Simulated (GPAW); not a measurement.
# How the smearing moves the magnetism of free-standing square Re monolayer, spacing 2.904 A

Aim: see how far moments and order energies of free-standing square Re monolayer, spacing 2.904 A move with the smearing, and what each rung costs.

Method: PBE; plane waves with GPAW's PAW setups, scalar-relativistic, in GPAW 26.7.0.

### 1. Set-up

The cell holds 1 atom: 1 Re. Cell: a = 2.904 Å, b = 2.904 Å, c = 14.000 Å, α = 90.0°, β = 90.0°, γ = 90.0°. model lattice. Vacuum lies along c.

### 2. Rung 1 (width 0.4 eV), start ferro +

A wide smearing converges easily but acts like a high temperature on the moments; each rung narrows it.

The input, order1.py:

```python
import json
import numpy as np
from ase import Atoms
from ase.parallel import paropen, parprint
from gpaw import GPAW

atoms = Atoms(['Re'],
    cell=[[2.904, 0.0, 0.0],
         [0.0, 2.904, 0.0],
         [0.0, 0.0, 14.0]],
    scaled_positions=[[0.0, 0.0, 0.5]],
    pbc=True,
    magmoms=[1.0])
atoms.calc = GPAW(mode={'name': 'pw', 'ecut': 550},
    xc='PBE',
    kpts={'size': (10, 10, 1), 'gamma': True},
    occupations={'name': 'fermi-dirac', 'width': 0.4},
    convergence={'density': 1e-05, 'energy': 1e-05},
    maxiter=200,
    symmetry={'tolerance': 1e-4},
    txt='order1.txt')
e = atoms.get_potential_energy(force_consistent=True)
res = {'free_energy': e, 'energy_sigma0': atoms.get_potential_energy(), 'fermi_energy': atoms.calc.get_fermi_level()}
res['moments'] = atoms.get_magnetic_moments().tolist()
res['total'] = atoms.get_magnetic_moment()
parprint('site moments (muB):', np.round(res['moments'], 3))
parprint(f"total moment: {res['total']:.3f} muB")
parprint(f'free energy: {e:.6f} eV')
atoms.calc.write('order1.gpw')
with paropen('results.json', 'w') as f:
    json.dump(res, f)
```

Run with:

```
$ OMP_NUM_THREADS=1 python3 order1.py > order1.log
```

The log of the run:

```text
site moments (muB): [0.436]
total moment: 0.566 muB
free energy: -7.577509 eV

--- order1.txt ---
Input parameters:
  mode=PW(ecut=550),
  convergence={'density': 1e-05, 'energy': 1e-05},
  kpts=MonkhorstPack(size=(10, 10, 1), gamma=True),
  maxiter=200,
  occupations=Occupations(name='fermi-dirac', width=0.4),
  symmetry=Symmetry(tolerance=0.0001),
  xc=XC(name='PBE')

Diagonalizing LCAO Hamiltonian
Converting LCAO to pw mode
   .------.
  /|      |
 * |      |
 | |      |
 | |      |
 | |      |
 | |      |
 | |      |
 | |      |
 | |      |
 Re|      |
 | |      |
 | |      |
 | |      |
 | |      |
 | |      |
 | |      |
 | .------.
 |/      /
 *------*

Atoms  # Å, Bohr magnetons
|   | symbol |        x |        y |        z |    initial magnetic moments |
|---|--------|----------|----------|----------|-----------------------------|
| 0 |     Re | 0.000000 | 0.000000 | 7.000000 | ( 0.0000,  0.0000,  1.0000) |

Unit cell  # Å
| periodic |        x |        y |         z |   lengths |    angles |
|----------|----------|----------|-----------|-----------|-----------|
|      yes | 2.904000 | 0.000000 |  0.000000 |  2.904000 | 90.000000 |
|      yes | 0.000000 | 2.904000 |  0.000000 |  2.904000 | 90.000000 |
|      yes | 0.000000 | 0.000000 | 14.000000 | 14.000000 | 90.000000 |

Number of symmetries: 16

BZ-sampling:
  Number of BZ points: 100
  Number of IBZ points: 21

  Monkhorst-Pack size: [10, 10, 1]
  Monkhorst-Pack shift: [0.05, 0.05, 0.0]

Plane wave coefficients: 3488
Cutoff: 550.0 eV

Spin-components: 2 (collinear spins)
Bands:           12
Projectors:      6
Spin-degeneracy: 1
Datatype:        complex128

Parallelization:
  kpt:    1
  domain: 1
  band:   1

Density:
  Valence electrons: 13.0
  Components: 2
  Grid points: [16 16 80]
  Charge: 0.0  # |e|

Potential:
  Grid points: [16 16 80]

[... setups left out ...]
Reference energy: -453687.555516  # eV

eigensolver:
  PPCG
  Converge bands: occupied
  niter=2

density mixing:
  MSR1-Mixer
  Pratt-step length: 0.05
  Maximum mixing coefficient: 0.75
  Old densities: 10
  SVD Regularization: 0.005
  Good broyden scale: 1.0
  Trust region scale: 1.0
  Backstep threshold: 4.0
  History deletion threshold: 6.0
  Fourier metric: weight=20.0, sigma=0.015

occupation numbers:
  Fermi-Dirac:
    width: 0.4000  # eV

poisson solver:
  ecut: 4400.0  # eV

xc functional:
  name: PBE with 2 nearest neighbor stencil

convergence criteria:
- Maximum integral of absolute [dens]ity change: 1e-05 electrons / valence electron
- Maximum [total energy] change in last 3 cyles: 1e-05 eV / valence electron
- Maximum integral of absolute [eigenst]ate change: 4e-08 eV^2 / valence electron
maximum number of iterations: 200

SCF iterations
|iter     |      energy | eigst |  dens |  magmom |
|---------|-------------|-------|-------|---------|
|iter:   1|       0s |   -6.910428 | -0.12 |       |  +1.0011|
|iter:   2|       2s |   -6.904157 | -1.51 | -1.13 |  +0.9878|
|iter:   3|       3s |   -6.887413 | -1.54 | -1.16 |  +0.7643|
|iter:   4|       4s |   -6.897633 | -2.03 | -1.58 |  +0.7189|
|iter:   5|       6s |   -6.894056 | -2.80 | -1.72 |  +0.6717|
|iter:   6|       7s |   -6.899135 | -3.43 | -2.01 |  +0.6022|
|iter:   7|       8s |   -6.901242 | -3.76 | -2.46 |  +0.5572|
|iter:   8|      10s |   -6.901502 | -4.56 | -3.12 |  +0.5547|
|iter:   9|      11s |   -6.901649 | -5.00 | -3.43 |  +0.5512|
|iter:  10|      13s |   -6.901718 | -5.64 | -3.90 |  +0.5520|
|iter:  11|      14s |   -6.901807 | -6.14 | -4.25 |  +0.5530|
|iter:  12|      15s |   -6.901938 | -6.54 | -4.31 |  +0.5547|
|iter:  13|      17s |   -6.902274 | -6.27 | -4.25 |  +0.5597|
|iter:  14|      18s |   -6.902601 | -6.32 | -4.26 |  +0.5642|
|iter:  15|      20s |   -6.902720 | -6.97 | -4.76 |  +0.5659|
|iter:  16|      20s |   -6.902720c| -7.69c| -5.19c|  +0.5659|

Converged in 16 steps
Energy contributions relative to reference atoms: (reference = -453687.555516)

Energy contributions:
  Kinetic:         -20.830563
  Coulomb:          17.403578
  Zero:              0.009488
  External:          0.000000
  Xc:               -2.810435
  Entropy:          -1.349578
  Spinorbit:         0.000000
  ----------------------------
  Free energy:      -7.577509
  Extrapolated:     -6.902720

dipole moment: (-9.918330, -9.918330, -0.000001)  # |e|*Ang

Total magnetic moment: (0.000000, 0.000000, 0.565914)

Local magnetic moments
|        x |        y |        z |
|----------|----------|----------|
| 0.000000 | 0.000000 | 0.435508 |  # Re   0

Fermi level: -2.722
Eigenvalues  # (at kpt = [0.000, 0.000, 0.000])
| band index |      eig [eV] | occ [0-1] |      eig [eV] | occ [0-1] |
|------------|---------------|-----------|---------------|-----------|
|          0 |       -44.689 |     1.000 |       -44.300 |     1.000 |
|          1 |       -44.424 |     1.000 |       -44.214 |     1.000 |
|          2 |       -44.424 |     1.000 |       -44.214 |     1.000 |
|          3 |        -8.019 |     1.000 |        -7.900 |     1.000 |
|          4 |        -5.649 |     0.999 |        -5.490 |     0.999 |
|          5 |        -4.065 |     0.966 |        -3.401 |     0.845 |
|          6 |        -1.666 |     0.067 |        -1.335 |     0.030 |
|          7 |        -1.666 |     0.067 |        -1.335 |     0.030 |
|          8 |        -1.507 |     0.046 |        -1.267 |     0.026 |
|          9 |        -0.562 |     0.004 |        -0.316 |     0.002 |
|         10 |         2.171 |     0.000 |         2.232 |     0.000 |
|         11 |         3.151 |     0.000 |         3.198 |     0.000 |

No gap
No difference between direct/indirect transitions
```

It took 25 s on 1 MPI rank of Intel Xeon Platinum 8488C (Sapphire Rapids), shared host; peak memory 0.21 GiB.

Read from the output:

* magnetization: 0.5659 μB
* final state: ferromagnetic
* largest moment: 0.4355 μB

After 16 cycles the largest moment stands at 0.436 μB.

### 3. Rung 1 (width 0.4 eV), start antiferro q=(1/2,1/2,0) +-

The second start gives the energy difference between the two end states, the quantity that is followed up the ladder. Its q is in fractions of the reciprocal vectors of the first run's cell.

The input, order2.py:

```python
import json
import numpy as np
from ase import Atoms
from ase.parallel import paropen, parprint
from gpaw import GPAW

atoms = Atoms(['Re', 'Re'],
    cell=[[5.808, 0.0, 0.0],
         [2.904, 2.904, 0.0],
         [0.0, 0.0, 14.0]],
    scaled_positions=[[0.0, 0.0, 0.5],
         [0.5, 0.0, 0.5]],
    pbc=True,
    magmoms=[1.0, -1.0])
atoms.calc = GPAW(mode={'name': 'pw', 'ecut': 550},
    xc='PBE',
    kpts={'size': (5, 10, 1), 'gamma': True},
    occupations={'name': 'fermi-dirac', 'width': 0.4},
    convergence={'density': 1e-05, 'energy': 1e-05},
    maxiter=200,
    symmetry={'tolerance': 1e-4},
    txt='order2.txt')
e = atoms.get_potential_energy(force_consistent=True)
res = {'free_energy': e, 'energy_sigma0': atoms.get_potential_energy(), 'fermi_energy': atoms.calc.get_fermi_level()}
res['moments'] = atoms.get_magnetic_moments().tolist()
res['total'] = atoms.get_magnetic_moment()
parprint('site moments (muB):', np.round(res['moments'], 3))
parprint(f"total moment: {res['total']:.3f} muB")
parprint(f'free energy: {e:.6f} eV')
atoms.calc.write('order2.gpw')
with paropen('results.json', 'w') as f:
    json.dump(res, f)
```

Run with:

```
$ OMP_NUM_THREADS=1 python3 order2.py > order2.log
```

The log of the run:

```text
UserWarning: Initial realspace grid (32,24,80) inconsistent with symmetries.
UserWarning: Using symmetrized grid: (32,32,80).

site moments (muB): [ 1.881 -1.881]
total moment: -0.000 muB
free energy: -15.362746 eV

--- order2.txt ---
Input parameters:
  mode=PW(ecut=550),
  convergence={'density': 1e-05, 'energy': 1e-05},
  kpts=MonkhorstPack(size=(5, 10, 1), gamma=True),
  maxiter=200,
  occupations=Occupations(name='fermi-dirac', width=0.4),
  symmetry=Symmetry(tolerance=0.0001),
  xc=XC(name='PBE')

Diagonalizing LCAO Hamiltonian
Converting LCAO to pw mode

       Re     Re

Atoms  # Å, Bohr magnetons
|   | symbol |        x |        y |        z |    initial magnetic moments |
|---|--------|----------|----------|----------|-----------------------------|
| 0 |     Re | 0.000000 | 0.000000 | 7.000000 | ( 0.0000,  0.0000,  1.0000) |
| 1 |     Re | 2.904000 | 0.000000 | 7.000000 | ( 0.0000,  0.0000, -1.0000) |

Number of symmetries: 8

BZ-sampling:
  Number of BZ points: 50
  Number of IBZ points: 18

  Monkhorst-Pack size: [5, 10, 1]
  Monkhorst-Pack shift: [0.0, 0.05, 0.0]

Plane wave coefficients: 6925
Cutoff: 550.0 eV

Spin-components: 2 (collinear spins)
Bands:           20
Projectors:      12
Spin-degeneracy: 1
Datatype:        complex128

Parallelization:
  kpt:    1
  domain: 1
  band:   1

Density:
  Valence electrons: 26.0
  Components: 2
  Grid points: [32 32 80]
  Charge: 0.0  # |e|

Potential:
  Grid points: [32 32 80]

[... setups left out ...]
Reference energy: -907375.111031  # eV

convergence criteria:
- Maximum integral of absolute [dens]ity change: 1e-05 electrons / valence electron
[...]
|iter:  20|     118s |  -14.401919 | -6.01 | -3.87 |  -0.0000|
|iter:  21|     124s |  -14.401756 | -6.75 | -4.11 |  -0.0000|
|iter:  22|     131s |  -14.401777c| -7.34 | -5.00 |  -0.0000|
|iter:  23|     134s |  -14.401783c| -7.62c| -5.39c|  -0.0000|

Converged in 23 steps
Energy contributions relative to reference atoms: (reference = -907375.111031)

Energy contributions:
  Kinetic:         -34.050607
  Coulomb:          28.612938
  Zero:             -0.015915
  External:          0.000000
  Xc:               -7.987235
  Entropy:          -1.921927
  Spinorbit:         0.000000
  ----------------------------
  Free energy:     -15.362746
  Extrapolated:    -14.401783

dipole moment: (-39.650109, -19.825053, -0.000003)  # |e|*Ang

Total magnetic moment: (0.000000, 0.000000, -0.000000)

Local magnetic moments
|        x |        y |         z |
|----------|----------|-----------|
| 0.000000 | 0.000000 |  1.880794 |  # Re   0
| 0.000000 | 0.000000 | -1.880796 |  # Re   1

Fermi level: -2.398
Eigenvalues  # (at kpt = [0.000, 0.000, 0.000])
| band index |      eig [eV] | occ [0-1] |      eig [eV] | occ [0-1] |
|------------|---------------|-----------|---------------|-----------|
|          0 |       -44.956 |     1.000 |       -44.956 |     1.000 |
|        ... |               |           |               |           |
|          4 |       -43.651 |     1.000 |       -43.651 |     1.000 |
|          5 |       -43.525 |     1.000 |       -43.525 |     1.000 |
|          6 |        -7.778 |     1.000 |        -7.778 |     1.000 |
|          7 |        -5.608 |     1.000 |        -5.608 |     1.000 |
[...]
|         16 |        -0.097 |     0.003 |        -0.097 |     0.003 |
|         17 |         1.357 |     0.000 |         1.357 |     0.000 |
|         18 |         2.746 |     0.000 |         3.014 |     0.000 |
|         19 |         3.014 |     0.000 |         3.014 |     0.000 |

No gap
No difference between direct/indirect transitions
```

Elapsed: 2.4 min, on 1 MPI rank; peak memory 0.42 GiB.

Read from the output:

| Quantity | Value |
| --- | --- |
| magnetization | 0 μB |
| final state | antiferromagnetic |
| largest moment | 1.881 μB |

This start lies -103.9 meV a seeded atom from the first; its largest moment is 1.88 μB.

### 4. Rung 2 (width 0.2 eV), start ferro +

order1.py is the script of step 2 with these lines changed:

```diff
@@ -16,3 +16,3 @@
     kpts={'size': (10, 10, 1), 'gamma': True},
-    occupations={'name': 'fermi-dirac', 'width': 0.4},
+    occupations={'name': 'fermi-dirac', 'width': 0.2},
     convergence={'density': 1e-05, 'energy': 1e-05},
```

Run with:

```
$ OMP_NUM_THREADS=1 python3 order1.py > order1.log
```

The log of the run:

```text
site moments (muB): [1.012]
total moment: 1.322 muB
free energy: -7.108301 eV

--- order1.txt ---
Input parameters:
  mode=PW(ecut=550),
  convergence={'density': 1e-05, 'energy': 1e-05},
  kpts=MonkhorstPack(size=(10, 10, 1), gamma=True),
  maxiter=200,
  occupations=Occupations(name='fermi-dirac', width=0.2),
  symmetry=Symmetry(tolerance=0.0001),
  xc=XC(name='PBE')

Diagonalizing LCAO Hamiltonian
[...]
|          3 |        -7.987 |     1.000 |        -7.723 |     1.000 |
|          4 |        -5.654 |     1.000 |        -5.279 |     1.000 |
[...]
|          8 |        -1.582 |     0.007 |        -1.007 |     0.000 |
|          9 |        -0.609 |     0.000 |        -0.068 |     0.000 |
|         10 |         2.119 |     0.000 |         2.296 |     0.000 |
|         11 |         3.109 |     0.000 |         3.261 |     0.000 |

No gap
No difference between direct/indirect transitions


[key lines of the parts left out:]
Free energy:      -7.108301
Converged in 16 steps
dipole moment: (-9.922119, -9.922119, -0.000001)  # |e|*Ang
Fermi level: -2.584
```

Elapsed: 26 s, on 1 MPI rank; peak memory 0.21 GiB.

Numbers from this step:

```yaml
magnetization: 1.322 μB
final_state: ferromagnetic
largest_moment: 1.012 μB
```

The largest moment moves by +0.58 μB from rung 1, at 1.0 times its CPU time.

### 5. Rung 2 (width 0.2 eV), start antiferro q=(1/2,1/2,0) +-

order2.py is the script of step 3 with these lines changed:

```diff
@@ -17,3 +17,3 @@
     kpts={'size': (5, 10, 1), 'gamma': True},
-    occupations={'name': 'fermi-dirac', 'width': 0.4},
+    occupations={'name': 'fermi-dirac', 'width': 0.2},
     convergence={'density': 1e-05, 'energy': 1e-05},
```

Run with:

```
$ OMP_NUM_THREADS=1 python3 order2.py > order2.log
```

The log of the run:

```text
UserWarning: Initial realspace grid (32,24,80) inconsistent with symmetries.
UserWarning: Using symmetrized grid: (32,32,80).

site moments (muB): [ 2.233 -2.233]
total moment: 0.000 muB
free energy: -14.711095 eV

--- order2.txt ---
Input parameters:
  mode=PW(ecut=550),
  convergence={'density': 1e-05, 'energy': 1e-05},
  kpts=MonkhorstPack(size=(5, 10, 1), gamma=True),
  maxiter=200,
[...]
|          6 |        -7.677 |     1.000 |        -7.677 |     1.000 |
|          7 |        -5.515 |     1.000 |        -5.515 |     1.000 |
[...]
|         16 |         0.063 |     0.000 |         0.063 |     0.000 |
|         17 |         1.485 |     0.000 |         1.485 |     0.000 |
|         18 |         2.187 |     0.000 |         3.098 |     0.000 |
|         19 |         3.098 |     0.000 |         3.098 |     0.000 |

No gap
No difference between direct/indirect transitions


[key lines of the parts left out:]
Free energy:     -14.711095
Converged in 17 steps
dipole moment: (-39.668644, -19.834319, -0.000003)  # |e|*Ang
Fermi level: -2.164
```

Wall time 1.9 min (1 MPI rank); peak memory 0.43 GiB.

This step gave:

```yaml
magnetization: 0 μB
final_state: antiferromagnetic
largest_moment: 2.233 μB
```

This start lies -247.2 meV a seeded atom from the first, a change of -143.4 meV since rung 1; its largest moment is 2.23 μB.

### 6. Rung 3 (width 0.1 eV), start ferro +

order1.py is the script of step 4 with these lines changed:

```diff
@@ -16,3 +16,3 @@
     kpts={'size': (10, 10, 1), 'gamma': True},
-    occupations={'name': 'fermi-dirac', 'width': 0.2},
+    occupations={'name': 'fermi-dirac', 'width': 0.1},
     convergence={'density': 1e-05, 'energy': 1e-05},
```

Run with:

```
$ OMP_NUM_THREADS=1 python3 order1.py > order1.log
```

The log of the run:

```text
site moments (muB): [1.02]
total moment: 1.334 muB
free energy: -7.006365 eV

--- order1.txt ---
Input parameters:
  mode=PW(ecut=550),
  convergence={'density': 1e-05, 'energy': 1e-05},
  kpts=MonkhorstPack(size=(10, 10, 1), gamma=True),
  maxiter=200,
  occupations=Occupations(name='fermi-dirac', width=0.1),
  symmetry=Symmetry(tolerance=0.0001),
  xc=XC(name='PBE')

Diagonalizing LCAO Hamiltonian
[...]
|          3 |        -7.978 |     1.000 |        -7.734 |     1.000 |
|          4 |        -5.667 |     1.000 |        -5.280 |     1.000 |
[...]
|          8 |        -1.574 |     0.000 |        -0.989 |     0.000 |
|          9 |        -0.591 |     0.000 |        -0.103 |     0.000 |
|         10 |         2.114 |     0.000 |         2.319 |     0.000 |
|         11 |         3.106 |     0.000 |         3.284 |     0.000 |

No gap
No difference between direct/indirect transitions


[key lines of the parts left out:]
Free energy:      -7.006365
Converged in 15 steps
dipole moment: (-9.920180, -9.920180, -0.000001)  # |e|*Ang
Fermi level: -2.566
```

Wall time 25 s (1 MPI rank); peak memory 0.21 GiB.

Numbers from this step:

```yaml
magnetization: 1.334 μB
final_state: ferromagnetic
largest_moment: 1.020 μB
```

The largest moment moves by +0.01 μB from rung 2, at 0.98 times its CPU time.

### 7. Rung 3 (width 0.1 eV), start antiferro q=(1/2,1/2,0) +-

order2.py is the script of step 5 with these lines changed:

```diff
@@ -17,3 +17,3 @@
     kpts={'size': (5, 10, 1), 'gamma': True},
-    occupations={'name': 'fermi-dirac', 'width': 0.2},
+    occupations={'name': 'fermi-dirac', 'width': 0.1},
     convergence={'density': 1e-05, 'energy': 1e-05},
```

Run with:

```
$ OMP_NUM_THREADS=1 python3 order2.py > order2.log
```

The log of the run:

```text
UserWarning: Initial realspace grid (32,24,80) inconsistent with symmetries.
UserWarning: Using symmetrized grid: (32,32,80).

site moments (muB): [ 2.256 -2.256]
total moment: 0.000 muB
free energy: -14.545849 eV

--- order2.txt ---
Input parameters:
  mode=PW(ecut=550),
  convergence={'density': 1e-05, 'energy': 1e-05},
  kpts=MonkhorstPack(size=(5, 10, 1), gamma=True),
  maxiter=200,
[...]
|          6 |        -7.660 |     1.000 |        -7.660 |     1.000 |
|          7 |        -5.498 |     1.000 |        -5.498 |     1.000 |
[...]
|         16 |         0.087 |     0.000 |         0.087 |     0.000 |
|         17 |         1.503 |     0.000 |         1.503 |     0.000 |
|         18 |         3.111 |     0.000 |         3.111 |     0.000 |
|         19 |         3.111 |     0.000 |         3.111 |     0.000 |

No gap
No difference between direct/indirect transitions


[key lines of the parts left out:]
Free energy:     -14.545849
Converged in 16 steps
dipole moment: (-39.671685, -19.835840, -0.000003)  # |e|*Ang
Fermi level: -2.123
```

The job ended after 1.8 min (1 MPI rank; peak memory 0.43 GiB).

This step gave:

* magnetization: 0 μB
* final state: antiferromagnetic
* largest moment: 2.256 μB

This start lies -266.6 meV a seeded atom from the first, a change of -19.3 meV since rung 2; its largest moment is 2.26 μB.

(Continued in part 2 of 2.)

[Logs and program files are shortened in this print: banners, set-up blocks, solver, clock and traceback lines can be left out without a mark of their own.]

[Logs are printed without paths, hosts, clocks, repeated set-up lines and the standing remarks that a program may print on its own settings, such as how far it seeks lower states.]

[Hosts, paths, dates, database ids (printed as entryN), source tags and the programs' standing remarks are cut or masked in the printed files.]

[Where a cell is said to come from a database of computed structures, the database is the Materials Project.]
